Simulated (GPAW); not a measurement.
# Sn (Fd-3m) in GPAW: a series of runs

Aim: see how the results for Sn move with the level of theory and the settings. Levels: PBEsol+D3(BJ), PBEsol+D4, RPBE+D3(BJ), RPBE+D4. Tasks: relaxation of cell and atoms.

All numbers are computed with GPAW 26.7.0; they aren't measurements. Logs are shortened: lines on timing, memory, paths and dates and some standing lists are left out, and cuts for length are marked. The log counts tension as positive stress, the text compression.

## Step 1: The structure

The structure is cubic, space group Fd-3m (No. 227). The conventional cell has a = 6.467 Å, b = 6.467 Å, c = 6.467 Å, α = 90.00°, β = 90.00°, γ = 90.00°. Around Sn (site symmetry -43m) lie 4 Sn at 2.80 Å.

This isn't the form of Sn at room conditions, which is tetragonal (white tin).

## Step 2: Relaxation of cell and atoms, PBEsol+D3(BJ)

run.py

```python
from ase.calculators.mixing import SumCalculator
from ase.filters import FrechetCellFilter
from ase.io import read, write
from ase.optimize import BFGS
from dftd3.ase import DFTD3
from gpaw import GPAW, PW, setup_paths

setup_paths.insert(0, '.')

atoms = read('POSCAR')

calc = GPAW(mode=PW(600),
            xc='PBEsol',
            kpts={'size': (7, 7, 7), 'gamma': True},
            occupations={'name': 'fermi-dirac', 'width': 0.05},
            nbands=24,
            convergence={'density': 1e-05, 'forces': 0.0001},
            maxiter=150,
            txt='gpaw.txt')
atoms.calc = SumCalculator([calc, DFTD3(method='pbesol', damping='d3bj')])
opt = BFGS(FrechetCellFilter(atoms), trajectory='relax.traj', logfile='-')
done = opt.run(fmax=0.02, steps=100)
calc.write('gs.gpw')
write('result.traj', atoms)
print('Converged:', done)
print('Cell:', atoms.cell.cellpar().round(4))
print('Volume:', round(atoms.get_volume(), 4))
print(atoms.get_scaled_positions().round(5))
```

POSCAR

```
Sn
1.0
    0.0000000000      3.2333428000      3.2333428000
    3.2333428000      0.0000000000      3.2333428000
    3.2333428000      3.2333428000      0.0000000000
Sn
2
Direct
    0.7500000000      0.7500000000      0.7500000000
    0.5000000000      0.5000000000      0.5000000000
```

Potentials or basis: PAW data sets generated in the run's folder for this functional, pw.

Run with:

```bash
> gpaw-setup -f PBEsol Sn
> OMP_NUM_THREADS=1 python run.py
```

gpaw.txt:

```text
__  _  _
 | _ |_)|_||  |
 |__||  | ||/\| - 26.7.0

Input parameters:
  mode=PW(ecut=600.0),
  convergence={'density': 1e-05, 'forces': 0.0001},
  kpts=MonkhorstPack(size=(7, 7, 7), gamma=True),
  maxiter=150,
  nbands=24,
  occupations=Occupations(name='fermi-dirac', width=0.05),
  xc=XC(name='PBEsol')

Diagonalizing LCAO Hamiltonian
Converting LCAO to pw mode

            Sn

       Sn

Atoms  # Å, Bohr magnetons
|   | symbol |        x |        y |        z |    initial magnetic moments |
|---|--------|----------|----------|----------|-----------------------------|
| 0 |     Sn | 4.850014 | 4.850014 | 4.850014 | ( 0.0000,  0.0000,  0.0000) |
| 1 |     Sn | 3.233343 | 3.233343 | 3.233343 | ( 0.0000,  0.0000,  0.0000) |

Unit cell  # Å
| periodic |        x |        y |        z |  lengths |    angles |
|----------|----------|----------|----------|----------|-----------|
|      yes | 0.000000 | 3.233343 | 3.233343 | 4.572637 | 60.000000 |
|      yes | 3.233343 | 0.000000 | 3.233343 | 4.572637 | 60.000000 |
|      yes | 3.233343 | 3.233343 | 0.000000 | 4.572637 | 60.000000 |

Number of symmetries: 24
Symmetry operations  # r_c * U_cc + t_c -> r_c
|    | kind |            matrix            |
|----|------|------------------------------|
|  0 |  E   |  1, 0, 0,  0, 1, 0,  0, 0, 1 |
|  1 |  σ   |  1, 0, 0,  0, 0, 1,  0, 1, 0 |
|  2 |  σ   |  1, 0,-1,  0, 1,-1,  0, 0,-1 |
|  3 |  C3  |  1, 0,-1,  0, 0,-1,  0, 1,-1 |
|  4 |  C3  |  1,-1, 0,  0,-1, 1,  0,-1, 0 |
|  5 |  σ   |  1,-1, 0,  0,-1, 0,  0,-1, 1 |
|  6 |  σ   |  0, 1, 0,  1, 0, 0,  0, 0, 1 |
|  7 |  C3  |  0, 1, 0,  0, 0, 1,  1, 0, 0 |
|  8 |  C2  |  0, 1,-1,  1, 0,-1,  0, 0,-1 |
|  9 |  S4  |  0, 1,-1,  0, 0,-1,  1, 0,-1 |
| 10 |  C3  |  0, 0, 1,  1, 0, 0,  0, 1, 0 |
| 11 |  σ   |  0, 0, 1,  0, 1, 0,  1, 0, 0 |
| 12 |  S4  |  0, 0,-1,  1, 0,-1,  0, 1,-1 |
| 13 |  C3  |  0, 0,-1,  0, 1,-1,  1, 0,-1 |
[... 179 lines left out ...]
Stress tensor  # eV/Ang^3
|         x |         y |         z |
|-----------|-----------|-----------|
| -0.007925 |  0.000000 |  0.000000 |
|  0.000000 | -0.007925 |  0.000000 |
|  0.000000 |  0.000000 | -0.007925 |

Forces  # eV/Ang
|       x |        y |        z |
|---------|----------|----------|
| 0.00000 | -0.00000 | -0.00000 |  # Sn   0
| 0.00000 | -0.00000 |  0.00000 |  # Sn   1

Interpolating wave functions to new cell

            Sn

       Sn

Atoms  # Å, Bohr magnetons
|   | symbol |        x |        y |        z |    initial magnetic moments |
|---|--------|----------|----------|----------|-----------------------------|
| 0 |     Sn | 4.848718 | 4.848718 | 4.848718 | ( 0.0000,  0.0000,  0.0000) |
| 1 |     Sn | 3.232479 | 3.232479 | 3.232479 | ( 0.0000,  0.0000,  0.0000) |

Unit cell  # Å
| periodic |        x |         y |         z |  lengths |    angles |
|----------|----------|-----------|-----------|----------|-----------|
|      yes | 0.000000 |  3.232479 |  3.232479 | 4.571416 | 60.000000 |
|      yes | 3.232479 | -0.000000 |  3.232479 | 4.571416 | 60.000000 |
|      yes | 3.232479 |  3.232479 | -0.000000 | 4.571416 | 60.000000 |

Number of symmetries: 24
Symmetry operations  # r_c * U_cc + t_c -> r_c
|    | kind |            matrix            |
|----|------|------------------------------|
|  0 |  E   |  1, 0, 0,  0, 1, 0,  0, 0, 1 |
|  1 |  σ   |  1, 0, 0,  0, 0, 1,  0, 1, 0 |
|  2 |  σ   |  1, 0,-1,  0, 1,-1,  0, 0,-1 |
|  3 |  C3  |  1, 0,-1,  0, 0,-1,  0, 1,-1 |
|  4 |  C3  |  1,-1, 0,  0,-1, 1,  0,-1, 0 |
|  5 |  σ   |  1,-1, 0,  0,-1, 0,  0,-1, 1 |
|  6 |  σ   |  0, 1, 0,  1, 0, 0,  0, 0, 1 |
|  7 |  C3  |  0, 1, 0,  0, 0, 1,  1, 0, 0 |
|  8 |  C2  |  0, 1,-1,  1, 0,-1,  0, 0,-1 |
|  9 |  S4  |  0, 1,-1,  0, 0,-1,  1, 0,-1 |
| 10 |  C3  |  0, 0, 1,  1, 0, 0,  0, 1, 0 |
| 11 |  σ   |  0, 0, 1,  0, 1, 0,  1, 0, 0 |
| 12 |  S4  |  0, 0,-1,  1, 0,-1,  0, 1,-1 |
| 13 |  C3  |  0, 0,-1,  0, 1,-1,  1, 0,-1 |
[... 176 lines left out ...]
Stress tensor  # eV/Ang^3
|         x |         y |         z |
|-----------|-----------|-----------|
| -0.008166 |  0.000000 |  0.000000 |
|  0.000000 | -0.008166 | -0.000000 |
|  0.000000 | -0.000000 | -0.008166 |

Forces  # eV/Ang
|       x |        y |        z |
|---------|----------|----------|
| 0.00000 |  0.00000 | -0.00000 |  # Sn   0
| 0.00000 | -0.00000 |  0.00000 |  # Sn   1

Interpolating wave functions to new cell

            Sn

       Sn

Atoms  # Å, Bohr magnetons
|   | symbol |        x |        y |        z |    initial magnetic moments |
|---|--------|----------|----------|----------|-----------------------------|
| 0 |     Sn | 4.843680 | 4.843680 | 4.843680 | ( 0.0000,  0.0000,  0.0000) |
| 1 |     Sn | 3.229120 | 3.229120 | 3.229120 | ( 0.0000,  0.0000,  0.0000) |

Unit cell  # Å
| periodic |        x |        y |        z |  lengths |    angles |
|----------|----------|----------|----------|----------|-----------|
|      yes | 0.000000 | 3.229120 | 3.229120 | 4.566665 | 60.000000 |
|      yes | 3.229120 | 0.000000 | 3.229120 | 4.566665 | 60.000000 |
|      yes | 3.229120 | 3.229120 | 0.000000 | 4.566665 | 60.000000 |

Number of symmetries: 24
Symmetry operations  # r_c * U_cc + t_c -> r_c
|    | kind |            matrix            |
|----|------|------------------------------|
|  0 |  E   |  1, 0, 0,  0, 1, 0,  0, 0, 1 |
|  1 |  σ   |  1, 0, 0,  0, 0, 1,  0, 1, 0 |
|  2 |  σ   |  1, 0,-1,  0, 1,-1,  0, 0,-1 |
|  3 |  C3  |  1, 0,-1,  0, 0,-1,  0, 1,-1 |
|  4 |  C3  |  1,-1, 0,  0,-1, 1,  0,-1, 0 |
|  5 |  σ   |  1,-1, 0,  0,-1, 0,  0,-1, 1 |
|  6 |  σ   |  0, 1, 0,  1, 0, 0,  0, 0, 1 |
|  7 |  C3  |  0, 1, 0,  0, 0, 1,  1, 0, 0 |
|  8 |  C2  |  0, 1,-1,  1, 0,-1,  0, 0,-1 |
|  9 |  S4  |  0, 1,-1,  0, 0,-1,  1, 0,-1 |
| 10 |  C3  |  0, 0, 1,  1, 0, 0,  0, 1, 0 |
| 11 |  σ   |  0, 0, 1,  0, 1, 0,  1, 0, 0 |
| 12 |  S4  |  0, 0,-1,  1, 0,-1,  0, 1,-1 |
| 13 |  C3  |  0, 0,-1,  0, 1,-1,  1, 0,-1 |
[... 177 lines left out ...]
Stress tensor  # eV/Ang^3
|         x |         y |         z |
|-----------|-----------|-----------|
| -0.009118 | -0.000000 | -0.000000 |
| -0.000000 | -0.009118 |  0.000000 |
| -0.000000 |  0.000000 | -0.009118 |

Forces  # eV/Ang
|        x |        y |        z |
|----------|----------|----------|
|  0.00000 | -0.00000 | -0.00000 |  # Sn   0
| -0.00000 | -0.00000 |  0.00000 |  # Sn   1

# Writing to gs.gpw (mode='')
```

stdout:

```text
Step          Energy          fmax
BFGS:    0       -9.502289        0.037409
BFGS:    1       -9.502339        0.029760
BFGS:    2       -9.502429        0.000319
Converged: True
Cell: [ 4.5667  4.5667  4.5667 60.     60.     60.    ]
Volume: 67.3415
[[0.75 0.75 0.75]
 [0.5  0.5  0.5 ]]
```

It took 91 s on 1 thread of Arm Neoverse N1, shared host; peak memory 0.21 GiB.

Results:

```
Free energy                            : -9.5033 eV
Relaxed volume                         : 33.67 Å³/atom
Relaxed cell                           : a = 4.567 Å, b = 4.567 Å, c = 4.567 Å, α = 60.00°, β = 60.00°, γ = 60.00°
Space group after relaxing (to 0.05 Å) : Fd-3m (No. 227)
Energy gained by relaxing              : 0.1 meV/atom
Ionic steps                            : 3
Pressure after relaxing                : 0.0 GPa
Band gap on the k mesh                 : none (metal or under the smearing width)
Dispersion energy per atom             : -0.318 eV
```

Step by step:
```tsv
step	energy change (eV)	largest force (eV/Å)	pressure (GPa)	volume (Å³)
1	0.0000	0.0000	-0.18	67.61
2	0.0000	0.0000	-0.14	67.55
3	-0.0001	0.0000	0.00	67.34
```

Final structure:
```cif
data_structure
_symmetry_space_group_name_H-M 'P 1'
_symmetry_Int_Tables_number 1
_cell_length_a 4.5667
_cell_length_b 4.5667
_cell_length_c 4.5667
_cell_angle_alpha 60.000
_cell_angle_beta 60.000
_cell_angle_gamma 60.000
_cell_volume 67.34
loop_
_atom_site_label
_atom_site_type_symbol
_atom_site_fract_x
_atom_site_fract_y
_atom_site_fract_z
_atom_site_occupancy
Sn1 Sn 0.75000 0.75000 0.75000 1
Sn2 Sn 0.50000 0.50000 0.50000 1
```

Levels at points of the mesh, in eV from the Fermi level:
```csv
k point,band 11,band 12,band 13,band 14,band 15,band 16,band 17,band 18
"(0.00, 0.00, 0.00)",-10.66,-0.52,0.13,0.13,0.13,2.19,2.19,2.19
```

Caveat: later steps reuse the first step's grids; pairwise dispersion overbinds metals, which lowers pressure and volume.

## Step 3: Relaxation of cell and atoms, PBEsol+D4

run.py, as its differences from that of step 2:

```diff
@@ -4,3 +4,3 @@
 from ase.optimize import BFGS
-from dftd3.ase import DFTD3
+from dftd4.ase import DFTD4
 from gpaw import GPAW, PW, setup_paths
@@ -19,5 +19,5 @@
             txt='gpaw.txt')
-atoms.calc = SumCalculator([calc, DFTD3(method='pbesol', damping='d3bj')])
+atoms.calc = SumCalculator([calc, DFTD4(method='pbesol')])
 opt = BFGS(FrechetCellFilter(atoms), trajectory='relax.traj', logfile='-')
-done = opt.run(fmax=0.02, steps=100)
+done = opt.run(fmax=0.01, steps=60)
 calc.write('gs.gpw')
```

POSCAR is that of step 2.

Potentials or basis: PAW data sets generated in the run's folder for this functional, pw.

Run with:

```bash
> gpaw-setup -f PBEsol Sn
> OMP_NUM_THREADS=1 python run.py
```

Wall time 94 s (1 thread of Arm Neoverse N1, shared host); peak memory 0.21 GiB.

It converged, with:

- Free energy: -9.2737 eV
- Relaxed volume: 34.08 Å³/atom
- Relaxed cell: a = 4.585 Å, b = 4.585 Å, c = 4.585 Å, α = 60.00°, β = 60.00°, γ = 60.00°
- Space group after relaxing (to 0.05 Å): Fd-3m (No. 227)
- Energy gained by relaxing: 0.3 meV/atom
- Ionic steps: 3
- Pressure after relaxing: 0.0 GPa
- Band gap on the k mesh: none (metal or under the smearing width)
- Dispersion energy per atom: -0.200 eV

The path:
```tsv
step	energy change (eV)	largest force (eV/Å)	pressure (GPa)	volume (Å³)
1	0.0000	0.0000	0.38	67.61
2	-0.0002	0.0000	0.30	67.72
3	-0.0007	0.0000	0.00	68.16
```

Final structure:
```
CELL_PARAMETERS angstrom
0.00000 3.24219 3.24219
3.24219 0.00000 3.24219
3.24219 3.24219 0.00000
ATOMIC_POSITIONS crystal
Sn 0.75000 0.75000 0.75000
Sn 0.50000 0.50000 0.50000
```

Levels at points of the mesh, in eV from the Fermi level:
| k point | band 11 | band 12 | band 13 | band 14 | band 15 | band 16 | band 17 | band 18 |
| --- | --- | --- | --- | --- | --- | --- | --- | --- |
| (0.00, 0.00, 0.00) | -10.56 | -0.59 | 0.15 | 0.15 | 0.15 | 2.21 | 2.21 | 2.21 |

Caveat: later steps reuse the first step's grids; pairwise dispersion overbinds metals, which lowers pressure and volume. Zero-point motion and thermal expansion aren't in these numbers.

## Step 4: Relaxation of cell and atoms, RPBE+D3(BJ)

run.py

```python
from ase import Atoms
from ase.calculators.mixing import SumCalculator
from ase.filters import FrechetCellFilter
from ase.io import write
from ase.optimize import BFGS
from dftd3.ase import DFTD3
from gpaw import GPAW, PW

atoms = Atoms(['Sn', 'Sn'],
              cell=[[0.0, 3.2333428, 3.2333428],
                    [3.2333428, 0.0, 3.2333428],
                    [3.2333428, 3.2333428, 0.0]],
              scaled_positions=[[0.75, 0.75, 0.75],
                                [0.5, 0.5, 0.5]],
              pbc=True)

calc = GPAW(mode=PW(600),
            xc='RPBE',
            kpts={'size': (7, 7, 7), 'gamma': True},
            occupations={'name': 'fermi-dirac', 'width': 0.05},
            nbands=24,
            convergence={'density': 1e-05, 'forces': 0.0001},
            maxiter=150,
            txt='gpaw.txt')
atoms.calc = SumCalculator([calc, DFTD3(method='rpbe', damping='d3bj')])
opt = BFGS(FrechetCellFilter(atoms), trajectory='relax.traj', logfile='-')
done = opt.run(fmax=0.05, steps=40)
calc.write('gs.gpw')
write('result.traj', atoms)
print('Converged:', done)
print('Cell:', atoms.cell.cellpar().round(4))
print('Volume:', round(atoms.get_volume(), 4))
print(atoms.get_scaled_positions().round(5))
```

Potentials or basis: the program's PAW data sets (release 1.2.1) made for this functional, pw.

Run with:

```bash
> OMP_NUM_THREADS=1 python run.py
```

Wall time 2.1 min (1 thread of Arm Neoverse N1, shared host); peak memory 0.23 GiB.

It converged, with:

| Property | Result |
| --- | --- |
| Free energy | -10.4193 eV |
| Relaxed volume | 31.60 Å³/atom |
| Relaxed cell | a = 4.471 Å, b = 4.471 Å, c = 4.471 Å, α = 60.00°, β = 60.00°, γ = 60.00° |
| Space group after relaxing (to 0.05 Å) | Fd-3m (No. 227) |
| Energy gained by relaxing | 23.0 meV/atom |
| Ionic steps | 4 |
| Pressure after relaxing | 0.0 GPa |
| Band gap on the k mesh | none (metal or under the smearing width) |
| Dispersion energy per atom | -1.636 eV |

The path:
| step | energy change (eV) | largest force (eV/Å) | pressure (GPa) | volume (Å³) |
| --- | --- | --- | --- | --- |
| 1 | 0.0000 | 0.0000 | -3.15 | 67.61 |
| 2 | -0.0170 | 0.0000 | -2.57 | 66.65 |
| 3 | -0.0457 | 0.0000 | 0.30 | 62.82 |
| 4 | -0.0461 | 0.0000 | -0.02 | 63.20 |

Final structure:
```xyz
2
Lattice="0.0000 3.1615 3.1615 3.1615 0.0000 3.1615 3.1615 3.1615 0.0000" Properties=species:S:1:pos:R:3 pbc="T T T"
Sn    4.7422    4.7422    4.7422
Sn    3.1615    3.1615    3.1615
```

Levels at points of the mesh, in eV from the Fermi level:
```tsv
k point	band 10	band 11	band 12	band 13	band 14	band 15	band 16	band 17	band 18	band 19
(0.00, 0.00, 0.00)	-21.53	-11.21	-0.08	-0.03	-0.03	-0.03	2.06	2.06	2.06	5.17
```

Caveat: later steps reuse the first step's grids; pairwise dispersion overbinds metals, which lowers pressure and volume.

## Step 5: Relaxation of cell and atoms, RPBE+D4

run.py

```python
from ase.calculators.mixing import SumCalculator
from ase.filters import FrechetCellFilter
from ase.io import read, write
from ase.optimize import BFGS
from dftd4.ase import DFTD4
from gpaw import GPAW, PW

atoms = read('POSCAR')

calc = GPAW(mode=PW(600),
            xc='RPBE',
            kpts={'size': (7, 7, 7), 'gamma': True},
            occupations={'name': 'fermi-dirac', 'width': 0.05},
            nbands=24,
            convergence={'density': 1e-05, 'forces': 0.0001},
            maxiter=150,
            txt='gpaw.txt')
atoms.calc = SumCalculator([calc, DFTD4(method='rpbe')])
opt = BFGS(FrechetCellFilter(atoms), trajectory='relax.traj', logfile='-')
done = opt.run(fmax=0.02, steps=100)
calc.write('gs.gpw')
write('result.traj', atoms)
print('Converged:', done)
print('Cell:', atoms.cell.cellpar().round(4))
print('Volume:', round(atoms.get_volume(), 4))
print(atoms.get_scaled_positions().round(5))
```

POSCAR is that of step 3.

Run with:

```bash
> OMP_NUM_THREADS=1 python run.py
```

It took 97 s on 1 thread of Arm Neoverse N1, shared host; peak memory 0.21 GiB.

Results (log left out):

* Free energy: -8.5222 eV
* Relaxed volume: 35.05 Å³/atom
* Relaxed cell: a = 4.628 Å, b = 4.628 Å, c = 4.628 Å, α = 60.00°, β = 60.00°, γ = 60.00°
* Space group after relaxing (to 0.05 Å): Fd-3m (No. 227)
* Energy gained by relaxing: 6.7 meV/atom
* Ionic steps: 3
* Pressure after relaxing: 0.1 GPa
* Band gap on the k mesh: none (metal or under the smearing width)
* Dispersion energy per atom: -0.560 eV

The path:
```tsv
step	energy change (eV)	largest force (eV/Å)	pressure (GPa)	volume (Å³)
1	0.0000	0.0000	1.68	67.61
2	-0.0049	0.0000	1.32	68.12
3	-0.0134	0.0000	0.07	70.10
```

Final structure:
```yaml
crystal:
  lattice:
    - [0.00000, 3.27265, 3.27265]
    - [3.27265, 0.00000, 3.27265]
    - [3.27265, 3.27265, 0.00000]
  atoms:
    - { symbol: Sn, position: [0.75000, 0.75000, 0.75000] }
    - { symbol: Sn, position: [0.50000, 0.50000, 0.50000] }
```

Levels at points of the mesh, in eV from the Fermi level:
| k point | band 12 | band 13 | band 14 | band 15 | band 16 | band 17 |
| --- | --- | --- | --- | --- | --- | --- |
| (0.00, 0.00, 0.00) | -0.70 | 0.09 | 0.09 | 0.09 | 2.17 | 2.17 |

Caveat: later steps reuse the first step's grids; pairwise dispersion overbinds metals, which lowers pressure and volume. Zero-point motion and thermal expansion aren't in these numbers.

## Step 6: Overview

```csv
level,potentials or basis,fmax,max steps,gap on the mesh (eV),pressure (GPa),relaxed volume (Å³/atom)
PBEsol+D3(BJ),"PAW data sets generated in the run's folder for this functional, pw",0.02 eV/Å,100,none,0.0,33.67
PBEsol+D4,"PAW data sets generated in the run's folder for this functional, pw",0.01 eV/Å,60,none,0.0,34.08
RPBE+D3(BJ),"the program's PAW data sets (release 1.2.1) made for this functional, pw",0.05 eV/Å,40,none,0.0,31.60
RPBE+D4,"the program's PAW data sets (release 1.2.1) made for this functional, pw",0.02 eV/Å,100,none,0.1,35.05
```

Alike in all rows: task relaxation of cell and atoms; no spin polarisation; cell relaxed; k mesh 7 × 7 × 7; cutoff (eV) 600; smearing fermi-dirac 0.05 eV.

Caveats: later steps reuse the first step's grids; pairwise dispersion overbinds metals, which lowers pressure and volume.

Absolute energies hang on the potentials; compare differences alone.
